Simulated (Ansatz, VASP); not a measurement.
# One calculation of HfO2, two programs

```xyz
6
Lattice="4.8135 0.0000 0.0000 0.0000 4.8135 0.0000 0.0000 0.0000 3.2054" Properties=species:S:1:pos:R:3 pbc="T T T"
Hf    2.4068    2.4068    1.6027
Hf    0.0000    0.0000    0.0000
O     3.8751    0.9384    1.6027
O     3.3452    3.3452    0.0000
O     1.4683    1.4683    0.0000
O     0.9384    3.8751    1.6027
```

Measurements of this composition are mostly on another form, of space group No. 14.

Alike in both runs: task relaxation of cell and atoms; functional PBEsol; dispersion D3(BJ); k mesh 6 × 6 × 8; occupations fermi-dirac, width 0.05 eV; no spin polarisation.

|  | VASP | Ansatz |
| --- | --- | --- |
| version | VASP 6.6.1 | Ansatz 0.2.0 |
| potentials or method | VASP PAW PBE potentials, release 64 (Hf_pv, O) | Ansatz PAW |
| plane-wave cutoff (eV) | 600 | 420 |
| valence electrons in the cell | 44 | 76 |

```csv
,VASP,Ansatz,Ansatz less VASP
"gap on the k mesh at the Fermi level, each at its own relaxed structure (eV)",3.93,3.93,+0.005
relaxed volume (Å³/atom),12.18,12.34,+0.154
relaxed cell length with the largest relative difference (Å),4.787,4.808,+0.0208
energy change over the relaxation (meV/atom),-2,0,+2.1
```

The two sets of potentials don't hold the same shells in valence.

Caveats: spin-orbit coupling is left out, which moves the levels of the heavy elements; the PAW data sets were made with another functional, which shifts forces and pressure a little (VASP); the plane-wave basis is chosen anew once the cell has moved, so the energies of steps on either side of that aren't comparable (Ansatz); the pressure holds a Pulay correction of +0.8 GPa for the finite cutoff (Ansatz); the PAW data sets come from PBE, with cores solved anew for the run's functional, which leaves a small shift of forces and pressure (Ansatz). A hybrid or GW would open this gap; PBEsol tends to underestimate it. A k mesh can miss the band edges.
